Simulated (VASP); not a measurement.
# Ge: restarted molecular dynamics, 2 variants

Ge, Cmmm (no. 65), 16 atoms in the cell. PBE, molecular dynamics; PAW potentials Ge (PBE set).

| Restart from | Temperature at the end (K) | The same without a restart (K) | Potential energy at the end (eV/atom) | The same without a restart (eV/atom) | Electronic steps in the first step after the restart | Time (s) |
|---|---|---|---|---|---|---|
| CONTCAR with velocities, WAVECAR read | 898.0 | 898.0 | -4.23814 | -4.23814 | 5 | 326 |
| CONTCAR with velocities, no WAVECAR | 898.0 | 898.0 | -4.23814 | -4.23814 | 13 | 333 |

Limits: 180 fs of 16 atoms are too short for converged averages; the cell is only 5.4 Å across, so each atom moves in step with near copies of itself.

## Input of the first row

INCAR.step1:
```
  GGA = PE
  PREC = Normal
  ENCUT = 200
  EDIFF = 1E-6
  NELMIN = 4
  NELM = 60
  ALGO = Fast
  LREAL = Auto
  LASPH = True
  ISMEAR = -1
  SIGMA = 0.069
  ISYM = 0
  LWAVE = True
  LCHARG = False
  IBRION = 0
  NSW = 30
  POTIM = 3.0
  TEBEG = 1600
  ISIF = 2
  RANDOM_SEED = 52440 0 0
  MDALGO = 2
  SMASS = -3
  KPAR = 2
```

INCAR.step2, as INCAR.step1 but for:
```
- LWAVE = True
+ LWAVE = False
```

KPOINTS:
```
k-points
0
Monkhorst-Pack
  2 2 2
```

POSCAR.step1:
```
Ge
1.0
    5.5885960000      0.0000000000      0.0000000000
    0.0000000000     10.4020640000      0.0000000000
    0.0000000000      0.0000000000      5.3964620000
Ge
16
Direct
    0.2500000000      0.0000000000      0.0000000000
    0.2500000000      0.0000000000      0.5000000000
    0.2500000000      0.5000000000      0.0000000000
    0.2500000000      0.5000000000      0.5000000000
    0.7500000000      0.0000000000      0.0000000000
    0.7500000000      0.0000000000      0.5000000000
    0.7500000000      0.5000000000      0.0000000000
    0.7500000000      0.5000000000      0.5000000000
    0.0000000000      0.2500000000      0.0000000000
    0.0000000000      0.2500000000      0.5000000000
    0.0000000000      0.7500000000      0.0000000000
    0.0000000000      0.7500000000      0.5000000000
    0.5000000000      0.2500000000      0.0000000000
    0.5000000000      0.2500000000      0.5000000000
    0.5000000000      0.7500000000      0.0000000000
    0.5000000000      0.7500000000      0.5000000000
```

Commands (each step's output is kept before the next begins):
```
cat potpaw_PBE.64/Ge/POTCAR > POTCAR
cp INCAR.step1 INCAR
cp POSCAR.step1 POSCAR
mpirun -np 2 vasp_std > vasp.out
cp CONTCAR POSCAR
cp INCAR.step2 INCAR
mpirun -np 2 vasp_std > vasp.out
```

Changes of the last row against the first:
```
(step 1)
- LWAVE = True
+ LWAVE = False
```

VASP 6.6.1 took 326 s on 2 cores (Intel Xeon Platinum 8375C @ 2.90GHz (Ice Lake)), a shared host.
